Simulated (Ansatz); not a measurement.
**LiCl in Ansatz: the effect of functional**

Crystal: LiCl.

```
CELL_PARAMETERS angstrom
0.00000 2.56477 2.56477
2.56477 0.00000 2.56477
2.56477 2.56477 0.00000
ATOMIC_POSITIONS crystal
Cl 0.50000 0.50000 0.50000
Li 0.00000 0.00000 0.00000
```

Alike in all runs:

```yaml
Program: Ansatz 0.2.0
Task: single point
Potentials_or_basis: all-electron PAW datasets made for the crystal
k_mesh: 6 × 6 × 6
Occupations: fermi-dirac, width 0.05 eV
Spin: no spin polarisation
```

| functional | cutoff | gap on the mesh (eV) | pressure (GPa) |
| --- | --- | --- | --- |
| PBE | 200 eV (chosen from the basis error) | ? | ? |
| HSE06 | 220 eV (chosen from the basis error) | 7.72 | -0.3 |
| PBE0 | 220 eV (chosen from the basis error) | 8.44 | -0.4 |

What does the run with functional PBE give?

gap on the mesh 6.33 eV; pressure 0.4 GPa.

A k mesh can miss the band edges.

The runs don't all hold the same shells in valence.
